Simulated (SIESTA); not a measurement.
**MgB2 under changes of volume**

One of the cells (9.679 Å³/atom); the others are scaled copies at fixed shape and fractional positions:

```xyz
3
Lattice="3.0850 0.0000 0.0000 -1.5425 2.6717 0.0000 0.0000 0.0000 3.5230" Properties=species:S:1:pos:R:3 pbc="T T T"
Mg    0.0000    0.0000    0.0000
B     1.5425    0.8906    1.7615
B     0.0000    1.7811    1.7615
```

| Property | Result |
| --- | --- |
| Program | SIESTA 5.4.2 |
| Functional | PBEsol |
| Potentials or basis | PseudoDojo 0.4 standard (PBEsol files) |
| Basis | DZP (energy shift 0.003 Ry; two zetas on semicore shells) |
| Grid cutoff | 800 Ry |
| Energy shift | 0.003 Ry |
| k mesh | 10 × 10 × 8 |
| Occupations | fermi-dirac, width 0.05 eV |
| Spin | no spin polarisation |

| volume (Å³/atom) | energy over the lowest point (meV/atom) | pressure (GPa) |
| --- | --- | --- |
| 9.098 | 27.97 | 12.9 |
| 9.292 | 14.72 | 9.1 |
| 9.485 | 5.82 | 5.6 |
| 9.679 | 0.96 | 2.4 |
| 9.873 | 0.00 | -0.7 |
| 10.066 | ? | ? |
| 10.260 | 8.34 | -6.0 |

Question: What does the run at 10.066 Å³/atom give?

Answer: Energy over the lowest point 2.57 meV/atom; pressure -3.5 GPa.

Worked out: A Birch-Murnaghan fit of order 3 (a polynomial in V^(-2/3)) to the other rows has its minimum at 9.83 Å³/atom with B0 = V·E''(V) = 151 GPa (rough, since the energies scatter) at fixed shape and positions, which overstates the stiffness. It gives 2.49 meV/atom at 10.066 Å³/atom, against the run's 2.57, and -dE/dV = -3.5 GPa, against -3.5.

Energies are extrapolated to zero smearing.

Caveats: the basis of atomic orbitals isn't converged, which shifts pressures, moduli and gaps.
